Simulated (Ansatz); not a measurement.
A relaxation computed with Ansatz, from input to last step.

```yaml
crystal:
  lattice:
    - [3.8152816788, 0.0, 0.0]
    - [0.0, 4.0139942662, 0.0]
    - [0.0, 0.0, 4.0139942662]
  atoms:
    - { symbol: Cu, position: [0.0, 0.0, 0.0] }
    - { symbol: Au, position: [0.0, 0.5, 0.5] }
    - { symbol: Au, position: [0.5, 0.0, 0.5] }
    - { symbol: Au, position: [0.5, 0.5, 0.0] }
basis:
  ecutwfc: 420
kpoints:
  mp_grid: { grid: [14, 14, 14] }
hamiltonian:
  xc: pbesol
scf:
  occupations: { method: gaussian, width: 0.1 }
output:
  forces: true
  stress: true
  eigenvalues: true
relax:
  adjacent_minimum: "off"
  f_tol: 0.008
  max_steps: 40
  cell: { stress_tol: 0.015, fix: [a, angles] }
```

```bash
ansatz run input.yaml --threads 1 --pin off --max-ram 2560MiB --backend cpu --events-out ev --progress --plain --runs-dir out
```

Level of theory: DFT PBEsol, scalar-relativistic, plane waves, PAW (Ansatz 0.2.0).

Of 5 frames 5 are shown, positions in Å and forces in eV/Å; the SCF threshold varies from step to step. Steps run on the plane waves of an earlier cell, with a Pulay correction in the pressure. The basis is chosen afresh for the last frame, the zero of the energies, and at times for earlier ones too; energy and pressure can step there, also at an unchanged geometry. Where two frames share a geometry here, they differ by under 2 meV/atom and 0.3 GPa.

```xyz
4
Lattice="3.8153 0.0000 0.0000 0.0000 4.0140 0.0000 0.0000 0.0000 4.0140" Properties=species:S:1:pos:R:3:forces:R:3 pbc="T T T" step=1 free_energy_over_end_meV_per_atom=2.81 pressure_GPa=3.93
Cu    0.0000    0.0000    0.0000    0.0000    0.0000    0.0000
Au    0.0000    2.0070    2.0070    0.0000    0.0000    0.0000
Au    1.9076    0.0000    2.0070    0.0000    0.0000    0.0000
Au    1.9076    2.0070    0.0000    0.0000    0.0000    0.0000
4
Lattice="3.8153 0.0000 0.0000 0.0000 4.0807 0.0000 0.0000 0.0000 4.0807" Properties=species:S:1:pos:R:3:forces:R:3 pbc="T T T" step=2 free_energy_over_end_meV_per_atom=2.07 pressure_GPa=-1.85
Cu    0.0000    0.0000    0.0000    0.0000    0.0000    0.0000
Au    0.0000    2.0404    2.0404    0.0000    0.0000    0.0000
Au    1.9076    0.0000    2.0404    0.0000    0.0000    0.0000
Au    1.9076    2.0404    0.0000    0.0000    0.0000    0.0000
4
Lattice="3.8153 0.0000 0.0000 0.0000 4.0518 0.0000 0.0000 0.0000 4.0518" Properties=species:S:1:pos:R:3:forces:R:3 pbc="T T T" step=3 free_energy_over_end_meV_per_atom=0.12 pressure_GPa=0.51
Cu    0.0000    0.0000    0.0000    0.0000    0.0000    0.0000
Au    0.0000    2.0259    2.0259    0.0000    0.0000    0.0000
Au    1.9076    0.0000    2.0259    0.0000    0.0000    0.0000
Au    1.9076    2.0259    0.0000    0.0000    0.0000    0.0000
4
Lattice="3.8153 0.0000 0.0000 0.0000 4.0503 0.0000 0.0000 0.0000 4.0503" Properties=species:S:1:pos:R:3:forces:R:3 pbc="T T T" step=4 free_energy_over_end_meV_per_atom=0.11 pressure_GPa=0.64
Cu    0.0000    0.0000    0.0000    0.0000    0.0000    0.0000
Au    0.0000    2.0252    2.0252    0.0000    0.0000    0.0000
Au    1.9076    0.0000    2.0252    0.0000    0.0000    0.0000
Au    1.9076    2.0252    0.0000    0.0000    0.0000    0.0000
4
Lattice="3.8153 0.0000 0.0000 0.0000 4.0503 0.0000 0.0000 0.0000 4.0503" Properties=species:S:1:pos:R:3:forces:R:3 pbc="T T T" step=5 free_energy_over_end_meV_per_atom=0.00 pressure_GPa=0.63
Cu    0.0000    0.0000    0.0000    0.0000    0.0000    0.0000
Au    0.0000    2.0252    2.0252    0.0000    0.0000    0.0000
Au    1.9076    0.0000    2.0252    0.0000    0.0000    0.0000
Au    1.9076    2.0252    0.0000    0.0000    0.0000    0.0000
```

It took 3.9 min on 1 thread of Arm Neoverse V1, with other jobs on the host, peak memory 0.78 GiB.

Spin–orbit coupling is left out, which can shift energies with elements as heavy as these.